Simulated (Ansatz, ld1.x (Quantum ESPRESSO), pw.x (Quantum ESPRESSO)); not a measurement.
# rubidium (diamond): variants of one TM potential in the solid

```
Element                 : Rb (Z = 37)
Generator               : ld1.x (Quantum ESPRESSO) 7.5
Type                    : norm-conserving Troullier–Martins (Kleinman–Bylander form)
Functional              : PBE
Relativity              : scalar-relativistic
Frozen core             : [Kr]
Valence charge          : 1
Reference configuration : 5s0.75 5p0.25
Partial waves           : 5s (bound): rc 4.20 bohr; 5p (bound): rc 3.45 bohr; 4d channel at 0.1 Ry: rc 3.45 bohr
Local potential         : all-electron potential smoothed inside 3.10 bohr (lloc = -1)
Core correction         : none
```

Crystal test: diamond Rb in pw.x 7.5, no spin, 8³ k-points, Fermi–Dirac smearing 0.01 Ry, cutoffs set for each file from its atomic test. The reference is all-electron LAPW (Ansatz 0.2.0) with the same functional, mesh and smearing; V0 and B0 come from Birch–Murnaghan fits to the pressures at five volumes. Errors are pseudo minus all-electron; Δ is the rms difference of the E(V) curves that follow from these fits, minima aligned, over ±6 % about the mean V0. Mesh and smearing are coarse, so the numbers serve the comparison and aren't converged zero-temperature values; the lattice is a test structure that the element need not adopt.

All-electron: a0 = 10.418 Å (V0 = 141.33 Å³/atom), B0 = 0.9 GPa.

Base: This is a poor potential for the solid. Atomic configuration tests: 1 of 3 tests not solved or not reliable. The logarithmic derivative shows an extra or strongly shifted pseudo pole above the reference energy (s near 0.05 Ry, p near 1.78 Ry).

2 further variants are left out: they gave no file fit for a test, a broken result, the same result as the base, or pressures whose basis-set error rivals the error shown.

A dash in a converged row means that the minimum lies outside the volumes sampled.

```tsv
change	cutoffs (Ry)	pw.x	a0 (Å)	a0 error (%)	B0 error (%)	Δ (meV/atom)	mean pressure error (GPa)
base	35/140	converged	10.359	-0.56	-3.7	0.5	-0.01
local potential all-electron potential smoothed inside 2.70 bohr (lloc = -1)	35/140	converged; bound ghost	–	–	–	–	+0.00
local potential all-electron potential smoothed inside 3.36 bohr (lloc = -1)	35/140	converged	10.373	-0.43	-4.4	0.4	-0.01
```

Problem. Give the row for: local potential all-electron potential smoothed inside 4.64 bohr (lloc = -1).

Solution. pw.x: converged; mean pressure error (GPa): -0.00; a0 (Å): 10.406; a0 error (%): -0.11; B0 error (%): -8.0; Δ (meV/atom): 0.1.
